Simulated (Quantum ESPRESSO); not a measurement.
**C under changes of volume**

One of the cells (5.672 Å³/atom); the others are scaled copies at fixed shape and fractional positions:

```
C
1.0
     0.00000    1.78337    1.78337
     1.78337    0.00000    1.78337
     1.78337    1.78337    0.00000
C
2
Direct
  0.75000 0.75000 0.75000
  0.50000 0.50000 0.50000
```

This isn't the form of C at room conditions, which is graphite.

| Quantity | Value |
| --- | --- |
| Program | Quantum ESPRESSO 7.5 |
| Functional | PBEsol |
| Potentials or basis | GBRV 1.5 PBEsol |
| Cutoff | 612 eV |
| Density cutoff | 4898 eV |
| k mesh | 13 × 13 × 13 |
| Occupations | fermi-dirac, width 0.05 eV |
| Spin | no spin polarisation |

| volume (Å³/atom) | energy over the lowest point (meV/atom) | pressure (GPa) | gap on the mesh (eV) |
| --- | --- | --- | --- |
| 5.332 | 21.15 | 25.3 | 4.16 |
| 5.445 | ? | ? | ? |
| 5.558 | 0.09 | 4.4 | 4.07 |
| 5.672 | 0.00 | -4.7 | 4.02 |
| 5.785 | 6.02 | -12.9 | 3.98 |
| 5.899 | 17.66 | -20.4 | 3.94 |
| 6.012 | 34.36 | -27.3 | 3.89 |

What does the run at 5.445 Å³/atom give?

Energy over the lowest point 6.92 meV/atom; pressure 14.3 GPa; gap on the mesh 4.11 eV.

Worked out: A Birch-Murnaghan fit of order 3 (a polynomial in V^(-2/3)) to the other rows has its minimum at 5.62 Å³/atom with B0 = V·E''(V) = 449 GPa and B' = 3.7. It gives 6.94 meV/atom at 5.445 Å³/atom, against the run's 6.92, and -dE/dV = 14.8 GPa, against 14.3. A straight line through the other rows of the gap, of slope -2.23 eV per unit of ln V, gives 4.11 eV, against the run's 4.11.

Energies are extrapolated to zero smearing.

Caveats: an odd mesh through Γ misses points on the zone boundary, where band edges often lie.
